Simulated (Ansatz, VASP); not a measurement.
## Two plane-wave programs on HgS3

```xyz
4
Lattice="0.0000 3.3257 3.3257 3.3257 0.0000 3.3257 3.3257 3.3257 0.0000" Properties=species:S:1:pos:R:3 pbc="T T T"
Hg    0.0000    0.0000    0.0000
S     4.9885    4.9885    4.9885
S     3.3257    3.3257    3.3257
S     1.6628    1.6628    1.6628
```

Alike in both runs: functional PBE; k mesh 12 × 12 × 12; occupations gaussian, width 0.1 eV; no spin polarisation.

Ansatz relaxed the structure, and its values are those at the end. VASP's run is a single point on that final structure, the one shown.

|  | VASP | Ansatz |
| --- | --- | --- |
| version | VASP 6.6.1 | Ansatz 0.2.0 |
| potentials or method | VASP PAW PBE potentials, release 64 (Hg, S) | scalar-relativistic, plane waves, PAW |
| plane-wave cutoff (eV) | 520 | 420 |
| valence electrons in the cell | 30 | 38 |

|  | VASP | Ansatz | Ansatz less VASP |
| --- | --- | --- | --- |
| gap on the k mesh at the Fermi level (eV) | none | none | - |
| pressure (GPa) | 0.2 | 0.0 | -0.17 |

A gap of «none» marks a metal or a gap that the smearing closes. The two sets of potentials don't hold the same shells in valence.

Spin-orbit coupling is left out, which matters for the levels of Hg.
